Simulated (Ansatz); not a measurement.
input.yaml (Ansatz 0.2.0):

```yaml
crystal:
  lattice:
    - [-1.964407857, 1.964407857, 1.964407857]
    - [1.964407857, -1.964407857, 1.964407857]
    - [1.964407857, 1.964407857, -1.964407857]
  atoms:
    - { symbol: Pb, position: [0.0, 0.0, 0.0] }
basis:
  ecutwfc: 420
  ecutrho_ratio: 4
kpoints:
  mp_grid: { grid: [8, 8, 8] }
hamiltonian:
  xc: pbe
scf:
  occupations: { method: gaussian, width: 0.05 }
output:
  forces: true
  stress: true
  eigenvalues: true
```

At room temperature and ambient pressure Pb is fcc.

Problem. Before reading the output: what should come out?

Solution. Pressure 2.4 GPa, gap on the mesh zero (metallic) (PBE, scalar-relativistic).

What the program printed, in part:

```
Pseudopotentials: kind: paw
Pseudopotential: Pb, paw, valence charge 14, recommended cutoff 420 eV (normal), Pb.paw.azcp
Crystal: 1 atoms, lattice volume = 30.322 Å³
Basis set: ecut = 420 eV, 603 PW (Γ), exchange–correlation on 48×48×48 points (8 copies of the dense FFT grid, shifted against one another)
Bands: 11, of which v1, the nominal top of the filled ones, is band 7 counted from 1 (6 counted from 0)
Symmetry: 48 space group operations
Space group: Im-3m (ITA 229), of the structure as read, at distance tolerance 3.1e-5 Å
k-points: 29 of 512
Initial density: superposition of atomic densities (neutral atoms: chi_scale 0, normalization atom), corrected by the library's trained network
Initial wavefunctions: pseudopotential atomic-orbital guess
Functional: x = pbe(κ = 0.804, μ = 0.21951), c = pbe(β = 0.06672)
```

```
SCF iter   1: F=—  HF=-11906.384752 eV  |F-HF|=—  |Δ(HF+E_count)|=         —  Δρ=6.25e-4  dr2=6.94e-5  ethr=1.77e-3  ⟨swp⟩=5.8  Hψ=2099  notcnv=0
SCF iter   2: F=—  HF=-11906.384332 eV  |F-HF|=—  |Δ(HF+E_count)|=   4.20e-4  Δρ=4.19e-4  dr2=2.64e-5  ethr=4.96e-7  ⟨swp⟩=2.2  Hψ=778  notcnv=0
SCF iter   3: F=—  HF=-11906.384341 eV  |F-HF|=—  |Δ(HF+E_count)|=   8.51e-6  Δρ=1.12e-4  dr2=1.64e-6  ethr=1.88e-7  ⟨swp⟩=2.2  Hψ=514  notcnv=0
SCF iter   4: F=—  HF=-11906.384344 eV  |F-HF|=—  |Δ(HF+E_count)|=   3.49e-6  Δρ=2.66e-5  dr2=2.32e-7  ethr=1.17e-8  ⟨swp⟩=2.0  Hψ=371  notcnv=0
SCF iter   5: F=-11906.384344 eV  HF=-11906.384344 eV  |F-HF|=2.11e-9  |Δ(HF+E_count)|=   2.62e-9  Δρ=2.25e-6  dr2=1.70e-9  ethr=1.66e-9  ⟨swp⟩=2.0  Hψ=516  notcnv=0
SCF iter   6: F=-11906.384344 eV  HF=-11906.384344 eV  |F-HF|=2.04e-10  |Δ(HF+E_count)|=  7.62e-10  Δρ=6.12e-7  dr2=1.67e-10  ethr=1.22e-11  ⟨swp⟩=2.9  Hψ=1385  notcnv=0
```

```
SCF 1 converged in 6 iterations: F = -11906.384344 eV  dr2 = 1.67e-10
SCF converged after 6 iterations
Free energy (F): -11906.384344 eV
E sigma→0 (E₀):  -11906.384021 eV
Entropy (-TS):   -0.000647 eV (-0.647 meV/atom)
Fermi energy:    10.995760 eV
--- Forces (eV/Å), atoms counted from 1 ---
  atom   1  Pb     0.00000000     0.00000000     0.00000000
--- Stress (GPa, compression-positive) ---
        2.448291       0.000000       0.000000
        0.000000       2.448291       0.000000
        0.000000       0.000000       2.448291
  P = ⅓ Tr σ = 2.4483 GPa (24.483 kbar)
--- Band table (eV; the first three rows and the last of 29) ---
  k-point 0: bands = ["-6.1655", "-6.1655", "-6.1655", "-5.9251", "-5.9251", "-0.7826", "18.6169", "18.6169", "18.6169", "22.0648", "22.0648"]
  k-point 1: bands = ["-6.1780", "-6.1511", "-6.1109", "-5.9385", "-5.9263", "-0.4639", "15.9508", "17.6575", "18.1869", "20.6821", "21.4260"]
  k-point 2: bands = ["-6.2081", "-6.1347", "-5.9759", "-5.9578", "-5.9289", "0.4866", "12.0703", "16.0552", "17.2209", "19.4407", "20.6082"]
  k-point 28: bands = ["-6.2211", "-6.2211", "-5.8139", "-5.8139", "-5.8139", "5.8380", "10.5953", "10.5953", "10.5953", "15.5447", "15.5447"]
```

Scalar-relativistic only: spin–orbit splittings of the heavy atoms' levels are missing. The k-mesh is coarse, so small energy differences aren't converged.
